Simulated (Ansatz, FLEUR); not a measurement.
## CdSe: 3 runs at one level of theory

```
CELL_PARAMETERS angstrom
4.30000 0.00000 0.00000
-2.15000 3.72391 0.00000
0.00000 0.00000 7.02000
ATOMIC_POSITIONS crystal
Cd 0.66667 0.33333 0.50000
Cd 0.33333 0.66667 0.00000
Se 0.66667 0.33333 0.88500
Se 0.33333 0.66667 0.38500
```

Alike in all runs: task band structure; functional PBEsol; k mesh 7 × 7 × 4; occupations fermi-dirac, width 0.05 eV; no spin polarisation; no spin-orbit coupling. Pressure is positive in compression and, in plane waves, holds the error of the finite cutoff, which Ansatz's Pulay term estimates and takes out. Gaps are the smaller of the mesh's and the band path's.

```json
{"program and potentials": "Ansatz, Ansatz PAW", "plane-wave cutoff (eV)": "420", "notes": "potentials made for PBE, which Ansatz adapts in part; Pulay term of +0.03 GPa included", "band gap (eV)": "0.58", "pressure (GPa)": "0.16", "largest force (eV/Å)": "0.265"}
{"program and potentials": "FLEUR, all-electron, FLAPW", "plane-wave cutoff (eV)": "-", "notes": "-", "band gap (eV)": "0.58", "pressure (GPa)": "-", "largest force (eV/Å)": "-"}
{"program and potentials": "Ansatz, all-electron LAPW, scalar-relativistic", "plane-wave cutoff (eV)": "-", "notes": "-", "band gap (eV)": "0.58", "pressure (GPa)": "0.18", "largest force (eV/Å)": "0.265"}
```

Force on atom 2 (Cd), eV/Å:

| program and potentials | x | y | z |
| --- | --- | --- | --- |
| Ansatz, Ansatz PAW | 0.000 | 0.000 | 0.265 |
| Ansatz, all-electron LAPW, scalar-relativistic | 0.000 | 0.000 | 0.265 |

All agree on the band gap. The pressure spans 0.16 (Ansatz, Ansatz PAW) to 0.18 GPa (Ansatz, all-electron LAPW, scalar-relativistic), with all-electron results at 0.18. Spin-orbit coupling, left out here, moves the band edges of heavy atoms.

The functional is the same throughout but for its coding, so the spread measures potentials, basis and numerics; runs on potential files found faulty are left out.
